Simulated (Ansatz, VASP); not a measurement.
**Two plane-wave programs on W**

Contents of INCAR:

```
SYSTEM = W
ALGO = Normal
EDIFF = 1E-6
ENCUT = 520
ISIF = 2
ISMEAR = -1
LASPH = .TRUE.
LCHARG = .TRUE.
LELF = .TRUE.
LREAL = .FALSE.
LVHAR = .TRUE.
LWAVE = .FALSE.
NBANDS = 13
NELM = 80
PREC = Accurate
SIGMA = 0.05
```

File KPOINTS:

```
k-points
0
G
  12 12 12
  0 0 0
```

POSCAR

```
W
1.0
   -1.6031677168      1.6031677168      1.6031677168
    1.6031677168     -1.6031677168      1.6031677168
    1.6031677168      1.6031677168     -1.6031677168
W
1
Direct
    0.0000000000      0.0000000000      0.0000000000
```

The input input.yaml:

```yaml
crystal:
  lattice:
    - [-1.6031677168, 1.6031677168, 1.6031677168]
    - [1.6031677168, -1.6031677168, 1.6031677168]
    - [1.6031677168, 1.6031677168, -1.6031677168]
  atoms:
    - { symbol: W, position: [0.0, 0.0, 0.0] }
hamiltonian:
  xc: lda
  pseudopotentials: { kind: paw }
kpoints:
  mp_grid: { grid: [12, 12, 12] }
scf:
  occupations: { method: fermi_dirac, width: 0.05 }
output:
  forces: true
  stress: true
  eigenvalues: true
  write_density: true
  write_potential: true
  elf: true
  volumetric_format: npy
```

Alike in both runs: task single point; functional LDA; k mesh 12 × 12 × 12; occupations fermi-dirac, width 0.05 eV; no spin polarisation.

|  | VASP | Ansatz |
| --- | --- | --- |
| version | VASP 6.6.1 | Ansatz 0.2.0 |
| potentials or method | VASP PAW LDA potentials, release 64 (W_sv) | Ansatz PAW |
| plane-wave cutoff (eV) | 520 | 420 |
| valence electrons in the cell | 14 | 14 |

```tsv
	VASP	Ansatz	Ansatz less VASP
gap on the k mesh at the Fermi level (eV)	none	none	-
pressure (GPa)	-18.1	-19.5	-1.43
```

A gap of «none» marks a metal or a gap that the smearing closes.

Caveats: so large a pressure means that the cell lies far from this level's equilibrium, or that cutoff or potentials fall short (VASP); the PAW data sets come from PBE, with cores solved anew for the run's functional, which leaves a small shift of forces and pressure (Ansatz). The runs have no spin-orbit coupling, so splittings on W are missing.
